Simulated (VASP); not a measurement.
BN:

```
CELL_PARAMETERS angstrom
0.00000 1.81300 1.81300
1.81300 0.00000 1.81300
1.81300 1.81300 0.00000
ATOMIC_POSITIONS crystal
N 0.25000 0.25000 0.25000
B 0.00000 0.00000 0.00000
```

The cell is a database's computed one.

Base run:

| Property | Result |
| --- | --- |
| Program | VASP 6.6.1 |
| Functional | PBE |
| Potentials or basis | VASP PAW PBE potentials, release 64 (N, B) |
| Cutoff | 520 eV |
| k mesh | 13 × 13 × 13 |
| Occupations | fermi-dirac, width 0.05 eV |
| Spin | no spin polarisation |

Its results: band gap on the k mesh 4.52 eV, indirect (least direct gap 8.78 eV); electronic dielectric tensor (diagonal) 4.62.

Task: The run is repeated on the same cell with these changes: functional from PBE to LDA; potentials or basis from VASP PAW PBE potentials, release 64 (N, B) to VASP PAW LDA potentials, release 64 (N, B). What comes out?

Result: Band gap on the k mesh 4.41 eV, indirect (least direct gap 8.64 eV); electronic dielectric tensor (diagonal) 4.60.

Caveats: an odd mesh through Γ misses points on the zone boundary, where band edges often lie.
